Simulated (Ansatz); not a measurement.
# MoS2 (R3m): one cell, many starting occupations (series 2), part 2 of 2

Aim: start the open shells of MoS2 (R3m) from different occupation matrices at one fixed cell, and see in which states the SCF ends. Cell and atoms stay fixed.

Ansatz 0.2.0; DFT LDA+U (U_eff = 4 eV on Mo d), plane waves, PAW. The steps go on from the part before.

### 5 Random orbitals: fully mixed, one electron fewer

input.yaml reads:

```yaml
crystal:
  lattice:
    - [1.58149989, 0.91307939, 6.12332821]
    - [-1.58149989, 0.91307939, 6.12332821]
    - [0.0, -1.82615878, 6.12332821]
  atoms:
    - { symbol: Mo, position: [0.0, 0.0, 0.0], spin: 1.0 }
    - { symbol: S, position: [0.7484, 0.7484, 0.7484] }
    - { symbol: S, position: [0.5849, 0.5849, 0.5849] }
basis:
  ecutwfc: 420
  ecutrho_ratio: 4
kpoints:
  mp_grid: { grid: [7, 7, 7] }
hamiltonian:
  xc: lda
  hubbard:
    sites:
      - { site: 0, l: d, u_eff: 4.0, starting_ns: [{ spin: up, occupation_matrix: s0up }, { spin: down, occupation_matrix: s0down }] }
    occupation_matrices:
      s0up:
        matrix:
          - [0.74028, 0.34772, -0.10763, 0.16558, 0.07451]
          - [0.34772, 0.18787, -0.05196, 0.07994, 0.03597]
          - [-0.10763, -0.05196, 0.03608, -0.02474, -0.01113]
          - [0.16558, 0.07994, -0.02474, 0.05806, 0.01713]
          - [0.07451, 0.03597, -0.01113, 0.01713, 0.02771]
      s0down:
        matrix:
          - [0.02, 0.0, 0.0, 0.0, 0.0]
          - [0.0, 0.02, 0.0, 0.0, 0.0]
          - [0.0, 0.0, 0.02, 0.0, 0.0]
          - [0.0, 0.0, 0.0, 0.02, 0.0]
          - [0.0, 0.0, 0.0, 0.0, 0.02]
    ns_hold: { iters: 5 }
scf:
  occupations: { method: gaussian, width: 0.05 }
  lower_state_search: "off"
  max_iter: 150
output:
  forces: true
  stress: true
  eigenvalues: true
  populations: true
  hubbard: { sites: [{ site: 0, l: d }] }
magnetization:
  spin_polarized: true
```

The typed matrices are held for 5 cycles.

Started as:

```bash
$ ansatz run input.yaml --threads 2 --pin off --max-ram 3072MiB --backend cpu --events-out ev --progress --plain --runs-dir out
```

Output, shortened:

```text
Warning: crystal.symmetry: narrowed to the stabiliser of the occupation matrices — unitary ops 6 → 1; lowered by the specified shell (site 0, l: d); largest admitted image defect 2.2e-16, smallest excluded 3.1e-1 — at a splitting's scale: the group the occupation matrices' own texture admits
Warning: RAYON_NUM_THREADS=2 ignored (pool sized by the plan → 2); use --threads N
[...]
Mo: projections on atomic orbitals take those of the free atom [Ar 3d10] 4s2 4p6 4d5 5s1, of charge +0.00 (hamiltonian.pseudopotentials.projection_atoms); the dataset's partial waves leave at most 6.0e-6 of an orbital's norm unspanned inside its sphere
S: projections on atomic orbitals take those of the free atom [Ne] 3s2 3p4, of charge +0.00 (hamiltonian.pseudopotentials.projection_atoms); the dataset's partial waves leave at most 1.6e-7 of an orbital's norm unspanned inside its sphere
[...]
Pseudopotentials: kind: paw
Pseudopotential: Mo, paw, valence charge 14, recommended cutoff 420 eV (normal), Mo.paw.azcp
Pseudopotential: S, paw, valence charge 6, recommended cutoff 420 eV (normal), S.paw.azcp
Functional definition: SPW92
[...]
Crystal: 3 atoms, lattice volume = 53.054 Å³
Basis set: ecut = 420 eV, 1011 PW (Γ), FFT grids on a1−a3, a2−a3, a3
[...]
WARN: the starting moments were not kept: the SCF closed with an absolute magnetisation of 1.1e-5 μB, where they sum to 1 μB in size (1 site). That is at most 0.1 of that sum. Measured as dr2_m measures the in/out step, that magnetisation stands 3.6e-11 eV from none, at or under the [...]
WARN: hamiltonian.hubbard: on 2 of 2 specified blocks the occupation matrix of this SCF's result fails the test of the specified filling. At site 0 ↑ (sites count from 0 in the list of atoms of the cell that this SCF solves) the least filled combination of the orbitals specified full has [...]
--- Stress (GPa, compression-positive) ---
       -1.050101       0.000009       0.000006
        0.000009      -1.050111       0.000004
        0.000006       0.000004       6.042513
  P = ⅓ Tr σ = 1.3141 GPa (13.141 kbar)
--- Band table (eV; the first three rows and the last of 344) ---
  k-point 0 ↑: bands = ["-50.5008", "-24.7162", "-24.5283", "-24.5283", "-4.3127", "-2.4467", "3.6201", "7.0699", "7.0700", "8.4369", "8.4369", "9.5572", "9.7211", "12.9578", "12.9578", "13.3970", "13.3970", "16.1618"]
[...]
Occupation matrices written to <dir>
--- Löwdin populations: 3 sites ---
  site symbol       q [e]    m [muB]
     0     Mo     13.7452     0.0000
     1      S      6.0224    -0.0000
     2      S      6.0259    -0.0000
  spilling = 0.007944 (of n_electrons = 26.000000)
--- Occupation matrices: 1 shell (run DFT+U table (all-electron-ortho-atomic); ε = 1.07e-3) ---
  Mo0 d_4D: site group C3v (3m)
  Mo0 d_4D up     Tr n = 2.6236  λ = 0.472 0.472 0.532 0.532 0.614  [2× xz 0.50 E(1.00) | 2× x2-y2 0.50 E(1.00) | z2 1.00 A1(1.00)]
  Mo0 d_4D dn     Tr n = 2.6236  λ = 0.472 0.472 0.532 0.532 0.614  [2× xz 0.50 E(1.00) | 2× x2-y2 0.50 E(1.00) | z2 1.00 A1(1.00)]
  specified occupation → Mo0 d_4D up: matrix, ‖Δ‖_F = 1.0587, Tr Δ = -1.5736, displaced = 1.1779, d_λ = 1.0302; orbital distance = 0.6954
  specified occupation → Mo0 d_4D dn: matrix, ‖Δ‖_F = 1.1346, Tr Δ = -2.5236, displaced = 1.2618, d_λ = 1.1346; orbital distance = 0.0000
  Tr n, λ and their labels are of the run-group-symmetrised matrices; stabiliser: 12 of 12 elements of G0×{1,Θ} (closed), max defect 1.3e-5 at τ = 2.3e-4
```

It took 41 s on 2 threads of Arm Neoverse V2, shared host; peak memory 0.67 GiB.

End state: a gap on the mesh of 0.85 eV, pressure 1.3 GPa, no moment over 0.05 μB in any sphere, largest force component 0.81 eV/Å, 1 symmetry operation imposed. The program reports that the typed filling wasn't kept.

The shells' filling, with natural orbitals sorted by occupation:

```tsv
shell	channel	electrons	over 0.8	0.2 to 0.8	under 0.2
Mo 4d (atom 1)	up	2.62	0	5	0
Mo 4d (atom 1)	down	2.62	0	5	0
```

### 6 Random orbitals: drawn by pairs, first filling

Edit input.yaml of step 5 so:

```diff
@@ -6,3 +6,3 @@
   atoms:
-    - { symbol: Mo, position: [0.0, 0.0, 0.0], spin: 1.0 }
+    - { symbol: Mo, position: [0.0, 0.0, 0.0], spin: 2.0 }
     - { symbol: S, position: [0.7484, 0.7484, 0.7484] }
@@ -22,7 +22,7 @@
         matrix:
-          - [0.74028, 0.34772, -0.10763, 0.16558, 0.07451]
-          - [0.34772, 0.18787, -0.05196, 0.07994, 0.03597]
-          - [-0.10763, -0.05196, 0.03608, -0.02474, -0.01113]
-          - [0.16558, 0.07994, -0.02474, 0.05806, 0.01713]
-          - [0.07451, 0.03597, -0.01113, 0.01713, 0.02771]
+          - [0.02, 0.0, 0.0, 0.0, 0.0]
+          - [0.0, 0.97, 0.0, 0.0, 0.0]
+          - [0.0, 0.0, 0.73413, 0.0, -0.41042]
+          - [0.0, 0.0, 0.0, 0.02, 0.0]
+          - [0.0, 0.0, -0.41042, 0.0, 0.25587]
       s0down:
@@ -34,3 +34,3 @@
           - [0.0, 0.0, 0.0, 0.0, 0.02]
-    ns_hold: { iters: 5 }
+    ns_hold: { iters: 12 }
 scf:
```

The typed matrices put 0.97 on the chosen orbitals and 0.02 on the others, and are held for 12 cycles.

Started as:

```bash
$ ansatz run input.yaml --threads 2 --pin off --max-ram 3072MiB --backend cpu --events-out ev --progress --plain --runs-dir out
```

Output, shortened:

```text
Warning: crystal.symmetry: narrowed to the stabiliser of the occupation matrices — unitary ops 6 → 1; lowered by the specified shell (site 0, l: d); largest admitted image defect 4.4e-16, smallest excluded 3.1e-1 — at a splitting's scale: the group the occupation matrices' own texture admits
Warning: RAYON_NUM_THREADS=2 ignored (pool sized by the plan → 2); use --threads N
[...]
Mo: projections on atomic orbitals take those of the free atom [Ar 3d10] 4s2 4p6 4d5 5s1, of charge +0.00 (hamiltonian.pseudopotentials.projection_atoms); the dataset's partial waves leave at most 6.0e-6 of an orbital's norm unspanned inside its sphere
S: projections on atomic orbitals take those of the free atom [Ne] 3s2 3p4, of charge +0.00 (hamiltonian.pseudopotentials.projection_atoms); the dataset's partial waves leave at most 1.6e-7 of an orbital's norm unspanned inside its sphere
[...]
Pseudopotentials: kind: paw
Pseudopotential: Mo, paw, valence charge 14, recommended cutoff 420 eV (normal), Mo.paw.azcp
Pseudopotential: S, paw, valence charge 6, recommended cutoff 420 eV (normal), S.paw.azcp
Functional definition: SPW92
[...]
Crystal: 3 atoms, lattice volume = 53.054 Å³
Basis set: ecut = 420 eV, 1011 PW (Γ), FFT grids on a1−a3, a2−a3, a3
[...]
WARN: the starting moments were not kept: the SCF closed with an absolute magnetisation of 8.5e-6 μB, where they sum to 2 μB in size (1 site). That is at most 0.1 of that sum. Measured as dr2_m measures the in/out step, that magnetisation stands 2.1e-11 eV from none, at or under the [...]
WARN: hamiltonian.hubbard: on 2 of 2 specified blocks the occupation matrix of this SCF's result fails the test of the specified filling. At site 0 ↑ (sites count from 0 in the list of atoms of the cell that this SCF solves) the least filled combination of the orbitals specified full has [...]
--- Stress (GPa, compression-positive) ---
       -1.050027       0.000000       0.000004
        0.000000      -1.050035       0.000005
        0.000005       0.000005       6.042522
  P = ⅓ Tr σ = 1.3142 GPa (13.142 kbar)
--- Band table (eV; the first three rows and the last of 344) ---
  k-point 0 ↑: bands = ["-50.5008", "-24.7162", "-24.5283", "-24.5283", "-4.3127", "-2.4467", "3.6201", "7.0700", "7.0700", "8.4369", "8.4369", "9.5572", "9.7211", "12.9578", "12.9578", "13.3970", "13.3970", "16.1618"]
[...]
Occupation matrices written to <dir>
--- Löwdin populations: 3 sites ---
  site symbol       q [e]    m [muB]
     0     Mo     13.7452     0.0000
     1      S      6.0224    -0.0000
     2      S      6.0259    -0.0000
  spilling = 0.007944 (of n_electrons = 26.000000)
--- Occupation matrices: 1 shell (run DFT+U table (all-electron-ortho-atomic); ε = 4.88e-4) ---
  Mo0 d_4D: site group C3v (3m)
  Mo0 d_4D up     Tr n = 2.6236  λ = 0.472 0.472 0.532 0.532 0.614  [2× xz 0.50 E(1.00) | 2× x2-y2 0.50 E(1.00) | z2 1.00 A1(1.00)]
  Mo0 d_4D dn     Tr n = 2.6236  λ = 0.472 0.472 0.532 0.532 0.614  [2× xz 0.50 E(1.00) | 2× x2-y2 0.50 E(1.00) | z2 1.00 A1(1.00)]
  specified occupation → Mo0 d_4D up: matrix, ‖Δ‖_F = 1.1596, Tr Δ = -0.6236, displaced = 1.2927, d_λ = 0.9951; orbital distance = 1.8032
  specified occupation → Mo0 d_4D dn: matrix, ‖Δ‖_F = 1.1346, Tr Δ = -2.5236, displaced = 1.2618, d_λ = 1.1346; orbital distance = 0.0000
  Tr n, λ and their labels are of the run-group-symmetrised matrices; stabiliser: 12 of 12 elements of G0×{1,Θ} (closed), max defect 1.0e-5 at τ = 1.0e-4
```

Wall time 58 s (2 threads of Arm Neoverse V2, shared host); peak memory 0.66 GiB.

Result: a gap on the mesh of 0.85 eV, pressure 1.3 GPa, no moment over 0.05 μB in any sphere, largest force component 0.81 eV/Å, 1 symmetry operation imposed. The program reports that the typed filling wasn't kept.

The shells' filling, with natural orbitals sorted by occupation:

```tsv
shell	channel	electrons	over 0.8	0.2 to 0.8	under 0.2
Mo 4d (atom 1)	up	2.62	0	5	0
Mo 4d (atom 1)	down	2.62	0	5	0
```

### 7 All runs side by side

What follows sums up all 2 parts.

Energies count from the lowest free state and have the smearing extrapolated to zero.

| start | energy (meV/atom) | gap (eV) | pressure (GPa) | largest moment (μB) | SCF cycles | time |
| --- | --- | --- | --- | --- | --- | --- |
| random orbitals: drawn by pairs, first filling (earlier series) | 0.0 | 0.85 | 1.3 | 0.00 | 24 | 43 s |
| random orbitals: fully mixed, first filling | 0.0 | 0.85 | 1.3 | 0.00 | 19 | 39 s |
| random orbitals: single harmonics, first filling | 0.0 | 0.85 | 1.3 | 0.00 | 28 | 36 s |
| random orbitals: drawn by pairs, first filling | 0.0 | 0.85 | 1.3 | 0.00 | 28 | 58 s |
| random orbitals: fully mixed, one electron fewer | 0.0 | 0.85 | 1.3 | 0.00 | 23 | 41 s |
| random orbitals: single harmonics, second filling | 0.0 | 0.85 | 1.3 | 0.00 | 27 | 38 s |

The 6 free runs end within about 1 meV/atom of each other. The lowest state found need not be the ground state, and the geometry wasn't relaxed for any of them.
